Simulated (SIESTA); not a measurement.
Runs of SIESTA 5.4.2 on Ge. Symmetry: Cmmm, No. 65, orthorhombic system. Conventional cell: a = 2.794 Å, b = 5.201 Å, c = 2.698 Å, α = 90.00°, β = 90.00°, γ = 90.00°. Ge (site symmetry mmm) is surrounded by 8 Ge at 2.70 to 2.95 Å. This isn't the form of Ge at room conditions, which is diamond.

| level | potentials or basis | gap on the mesh (eV) | pressure (GPa) | relaxed volume (Å³/atom) |
| --- | --- | --- | --- | --- |
| AM05 | PseudoDojo 0.4 standard (PBEsol files), DZP (energy shift 0.003 Ry; two zetas on semicore shells) | none | 0.0 | 18.40 |
| WC | PseudoDojo 0.4 standard (PBEsol files), DZP (energy shift 0.003 Ry; two zetas on semicore shells) | none | 0.0 | (a) |
| PBEsol | PseudoDojo 0.4 standard (PBEsol files), DZP (energy shift 0.003 Ry; two zetas on semicore shells) | none | 0.0 | 18.62 |
| LDA | PseudoDojo 0.4 standard (LDA files), DZP (energy shift 0.003 Ry; two zetas on semicore shells) | none | 0.0 | 18.19 |

Alike in all rows: task relaxation of cell and atoms; no spin polarisation; cell relaxed; k mesh 8 × 8 × 7; smearing fermi-dirac 0.05 eV; grid cutoff 800 Ry; energy shift 0.003 Ry.

Q: Estimate the missing entries.

A: (a) 18.85.

Caveats: the basis of atomic orbitals isn't converged, which shifts pressures, moduli and gaps; the potentials were made for another functional, which shifts forces and pressure (some runs).

A k mesh can miss the band edges, and the runs leave out spin-orbit coupling on Ge.

A gap of «none» marks a metal or a gap under the smearing width.
